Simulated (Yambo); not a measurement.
A run of Yambo 5.3.0:

File g0w02.in:

```
gw0
dyson
el_el_corr
rim_cut
HF_and_locXC
mpa
em1d
RandQpts= 1000000
RandGvec= 50 RL
EXXRLvcs= 42 Ry
VXCRLvcs= 42 Ry
Chimod= "HARTREE"
% BndsRnXm
 1 | 178 |
%
NGsBlkXm= 3 Ry
% LongDrXm
 1 | 1 | 1 |
%
EnSampXm= "2l"
EnGridXm= "lP"
% EnRngeXm
 0 | 40 | eV
%
% ImRngeXm
 1.0 | 27.21138 | eV
%
% DmRngeXm
 0.001 | 0.1 | eV
%
ETStpsXm= 4
% GbndRnge
 1 | 178 |
%
GTermKind= "none"
DysSolver= "n"
ExtendOut
% QPkrange
 1 | 1 | 13 | 22 |
%
```

The input scf.in:

```
&CONTROL
  calculation = 'scf'
  prefix = 'pwscf'
  outdir = './tmp'
  pseudo_dir = './pseudo'
/
&SYSTEM
  ibrav = 0
  A = 4.14435284
  nat = 2
  ntyp = 2
  ecutwfc = 42
  nbnd = 30
  occupations = 'smearing'
  smearing = 'fd'
  degauss = 0.00367493
  noncolin = .true.
  lspinorb = .true.
  force_symmorphic = .true.
/
&ELECTRONS
  conv_thr = 4d-10
  electron_maxstep = 120
  mixing_beta = 0.5
/
ATOMIC_SPECIES
In   114.8180 In.upf
P     30.9738 P.upf
CELL_PARAMETERS alat
   0.0000000000    0.7071067820    0.7071067820
   0.7071067820    0.0000000000    0.7071067820
   0.7071067820    0.7071067820    0.0000000000
ATOMIC_POSITIONS alat
In     0.0000000000    0.0000000000    0.0000000000
P      1.0606601729    1.0606601729    1.0606601729
K_POINTS automatic
8 8 8 0 0 0
```

Contents of nscf.in:

```
&CONTROL
  calculation = 'nscf'
  prefix = 'pwscf'
  outdir = './tmp'
  pseudo_dir = './pseudo'
/
&SYSTEM
  ibrav = 0
  A = 4.14435284
  nat = 2
  ntyp = 2
  ecutwfc = 42
  nbnd = 178
  occupations = 'fixed'
  noncolin = .true.
  lspinorb = .true.
  force_symmorphic = .true.
/
&ELECTRONS
  conv_thr = 1d-08
  diago_full_acc = .true.
  diago_thr_init = 1d-06
/
ATOMIC_SPECIES
In   114.8180 In.upf
P     30.9738 P.upf
CELL_PARAMETERS alat
   0.0000000000    0.7071067820    0.7071067820
   0.7071067820    0.0000000000    0.7071067820
   0.7071067820    0.7071067820    0.0000000000
ATOMIC_POSITIONS alat
In     0.0000000000    0.0000000000    0.0000000000
P      1.0606601729    1.0606601729    1.0606601729
K_POINTS automatic
2 2 2 0 0 0
```

Potentials or basis: PseudoDojo 0.4 FR PBEsol standard.

Run with:

```sh
$ OMP_NUM_THREADS=1 pw.x -in scf.in > scf.out
$ OMP_NUM_THREADS=1 pw.x -in nscf.in > nscf.out
$ cd tmp/pwscf.save; p2y; mv SAVE ../..; cd ../..
$ OMP_NUM_THREADS=1 yambo
$ mkdir -p g0w02; ln -s $PWD/g0w00/ndb.RIM g0w02/
$ OMP_NUM_THREADS=1 yambo -F g0w02.in -J g0w02 -C g0w02_out
```

Hardware: 1 thread of Arm Neoverse V2, with other jobs on the host.

Question: Estimate the wall time of this run.

Answer: It took 82 s on 1 thread of Arm Neoverse V2, with other jobs on the host.
